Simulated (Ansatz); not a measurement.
## Relaxing BaO

Level of theory: DFT PBE, scalar-relativistic, plane waves, PAW in Ansatz 0.2.0. Run with 420 eV cutoff, 8×8×8 k-mesh, Gaussian smearing of 0.02 eV, no spin polarisation.

What was changed in MgO: Mg → Ba on all its sites, cell and atoms relaxed.

Command:

```bash
ansatz run input.yaml --threads 1 --pin off --max-ram 2560MiB --backend cpu --events-out ev --progress --plain --runs-dir out
```

Input:

```yaml
crystal:
  lattice:
    - [0.0, 2.7841441863, 2.7841441863]
    - [2.7841441863, 0.0, 2.7841441863]
    - [2.7841441863, 2.7841441863, 0.0]
  atoms:
    - { symbol: Ba, position: [0.0, 0.0, 0.0] }
    - { symbol: O, position: [0.5, 0.5, 0.5] }
basis:
  ecutwfc: 420
kpoints:
  mp_grid: { grid: [8, 8, 8] }
hamiltonian:
  xc: pbe
scf:
  occupations: { method: gaussian, width: 0.02 }
output:
  forces: true
  stress: true
  eigenvalues: true
  write_density: true
  write_potential: true
  elf: true
  volumetric_format: npy
relax:
  adjacent_minimum: "off"
  f_tol: 0.01
  max_steps: 60
  cell: { stress_tol: 0.1 }
```

F is the free energy. Steps run on the plane waves of an earlier cell, but the last one, and at times one on the way, on a freshly chosen basis, so a repeated geometry can differ a little in energy.

Steps:

| step | F − F(1) (eV) | largest force component (eV/Å) | V (Å³/atom) | P (GPa) |
| --- | --- | --- | --- | --- |
| 1 | 0.0000 | 0.000 | 21.581 | 0.20 |
| 2 | 0.0008 | 0.000 | 21.759 | -0.39 |
| 3 | 0.0001 | 0.000 | 21.641 | 0.00 |
| 4 | 0.0000 | 0.000 | 21.641 | 0.01 |

Relaxed structure:

```cif
data_structure
_symmetry_space_group_name_H-M 'P 1'
_symmetry_Int_Tables_number 1
_cell_length_a 3.9410
_cell_length_b 3.9410
_cell_length_c 3.9410
_cell_angle_alpha 60.000
_cell_angle_beta 60.000
_cell_angle_gamma 60.000
_cell_volume 43.28
loop_
_atom_site_label
_atom_site_type_symbol
_atom_site_fract_x
_atom_site_fract_y
_atom_site_fract_z
_atom_site_occupancy
Ba1 Ba 0.00000 0.00000 0.00000 1
O1 O 0.50000 0.50000 0.50000 1
```

Symmetry: Fm-3m, No. 225, cubic system. Conventional cell: a = 5.573 Å, b = 5.573 Å, c = 5.573 Å, α = 90.00°, β = 90.00°, γ = 90.00°. Ba (site symmetry m-3m) has 6 O at 2.79 Å as nearest neighbours. Around O (site symmetry m-3m) lie 6 Ba at 2.79 Å.

The run converged. The run took 13 s on 1 thread of Intel(R) Xeon(R) Processor @ 2.50GHz (Skylake/Cascade Lake), on a shared host, peak memory 0.34 GiB.